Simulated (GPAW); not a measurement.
A run of GPAW 26.7.0:

run.py

```python
from ase import Atoms
from ase.dft.bandgap import bandgap
from ase.io import write
from ase.units import Bohr, GPa
from gpaw import GPAW, PW, setup_paths
from gpaw.elf import elf_from_dft_calculation

setup_paths.insert(0, '.')

atoms = Atoms(['In'],
              cell=[[-1.88252524, 1.88252524, 1.88252524],
                    [1.88252524, -1.88252524, 1.88252524],
                    [1.88252524, 1.88252524, -1.88252524]],
              scaled_positions=[[0.0, 0.0, 0.0]],
              pbc=True)

calc = GPAW(mode=PW(600),
            xc='PBEsol',
            kpts={'size': (10, 10, 10), 'gamma': True},
            occupations={'name': 'fermi-dirac', 'width': 0.05},
            nbands=14,
            convergence={'density': 1e-05, 'energy': 1e-05},
            maxiter=150,
            txt='gpaw.txt')
atoms.calc = calc
energy = atoms.get_potential_energy()
forces = atoms.get_forces()
stress = atoms.get_stress()
calc.write('gs.gpw')
write('result.traj', atoms)
print(f'Energy: {energy:.6f} eV')
print('Forces (eV/A):')
print(forces.round(4))
print('Stress (GPa):', (stress / GPa).round(3))
print('Fermi level:', round(calc.get_fermi_level(), 4), 'eV')
print(f'Gap: {bandgap(calc)[0]:.4f} eV, direct: {bandgap(calc, direct=True)[0]:.4f} eV')

# fields on the real-space grid
write('density.cube', atoms, data=calc.get_pseudo_density() * Bohr**3)
write('potential.cube', atoms, data=calc.get_electrostatic_potential())
write('elf.cube', atoms, data=elf_from_dft_calculation(calc).data)
```

Potentials or basis: PAW data sets generated in the run's folder for this functional, pw.

Command:

```sh
$ gpaw-setup -f PBEsol In
$ OMP_NUM_THREADS=1 python run.py
```

Hardware: 1 thread of Arm Neoverse V2, with other jobs on the host.

**Question.** How long does it take, and how much memory?

**Answer.** It took 9 s on 1 thread of Arm Neoverse V2 (shared host), peak memory 0.14 GiB. Counts: scf iterations 8, plane waves 935, bands 14, k points 47.
